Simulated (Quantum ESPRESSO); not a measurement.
Runs of Quantum ESPRESSO 7.5 on AgBr. Symmetry: Fm-3m, No. 225, cubic system. Conventional cell: a = 5.740 Å, b = 5.740 Å, c = 5.740 Å, α = 90.00°, β = 90.00°, γ = 90.00°. Ag (site symmetry m-3m) is surrounded by 6 Br at 2.87 Å. Br (site symmetry m-3m) is surrounded by 6 Ag at 2.87 Å. 

```csv
level,potentials or basis,form of the LDA correlation,pressure (GPa)
PBE,GBRV 1.5 PBE,-,2.2
WC,GBRV 1.5 PBE,-,-1.8
BLYP,GBRV 1.5 PBE,-,(a)
PBEsol,GBRV 1.5 PBEsol,-,-1.8
LDA,GBRV 1.5 LDA,PZ81,-4.4
```

Alike in all rows: task dielectric tensor; no spin polarisation; cell as given; k mesh 6 × 6 × 6, shifted; cutoff (eV) 762; smearing fermi-dirac 0.05 eV.

Task: Fill in the values left out.

Result: (a) 6.1.

Caveats: the potentials were made for another functional, which shifts forces and pressure (some runs); the cell is more than 3 GPa from zero pressure, which shifts response properties (some runs).
